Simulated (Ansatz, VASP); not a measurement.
## Rb in VASP and in Ansatz

File INCAR:

```
SYSTEM = Rb
ALGO = Normal
EDIFF = 1E-7
ENCUT = 520
GGA = PS
ISIF = 2
ISMEAR = -1
LASPH = .TRUE.
LCHARG = .TRUE.
LELF = .TRUE.
LREAL = .FALSE.
LVHAR = .TRUE.
LWAVE = .FALSE.
NBANDS = 10
NELM = 100
PREC = Accurate
SIGMA = 0.05
```

Contents of KPOINTS:

```
k-points
0
G
  8 8 8
  0 0 0
```

Contents of POSCAR:

```
Rb
1.0
   -2.8621200000      2.8060000000      2.8060000000
    2.8060000000     -2.8621200000      2.8060000000
    2.8060000000      2.8060000000     -2.8621200000
Rb
1
Direct
    0.0000000000      0.0000000000      0.0000000000
```

Input for Ansatz:

```yaml
crystal:
  lattice:
    - [-2.86212, 2.806, 2.806]
    - [2.806, -2.86212, 2.806]
    - [2.806, 2.806, -2.86212]
  atoms:
    - { symbol: Rb, position: [0.0, 0.0, 0.0] }
kpoints:
  mp_grid: { grid: [8, 8, 8] }
  band_path:
    path:
      - [0.0, 0.0, 0.0]
      - [0.0, 0.0, 0.5]
      - [-0.5, 0.5, 0.5]
      - [-0.7548769728, 0.2451230272, 0.2451230272]
      - [0.2451230272, 0.2451230272, 0.2451230272]
      - [0.0, 0.0, 0.0]
      - [-0.5, 0.0, 0.5]
    npoints: 5
scf:
  occupations: { method: fermi_dirac, width: 0.05 }
hamiltonian:
  xc: pbesol
  pseudopotentials: { kind: all_electron, lapw: { basis_error: 0.001 } }
output:
  forces: true
  stress: true
  eigenvalues: true
```

Change from the starting cell: equal xy, yz and zx shear strains of -2 %.

Alike in both runs: task single point; functional PBEsol; k mesh 8 × 8 × 8; occupations fermi-dirac, width 0.05 eV; no spin polarisation.

```csv
,VASP,Ansatz
version,VASP 6.6.1,Ansatz 0.2.0
potentials or method,"VASP PAW PBE potentials, release 64 (Rb_sv)","all-electron LAPW, scalar-relativistic"
plane-wave cutoff (eV),520,see its input
```

|  | VASP | Ansatz | Ansatz less VASP |
| --- | --- | --- | --- |
| pressure (GPa) | -0.1 | -0.1 | 0.00 |

Ansatz ran all-electron here, so the differences hold the error of VASP's frozen core and of both bases.

Caveats: the PAW data sets were made with another functional, which shifts forces and pressure a little (VASP).
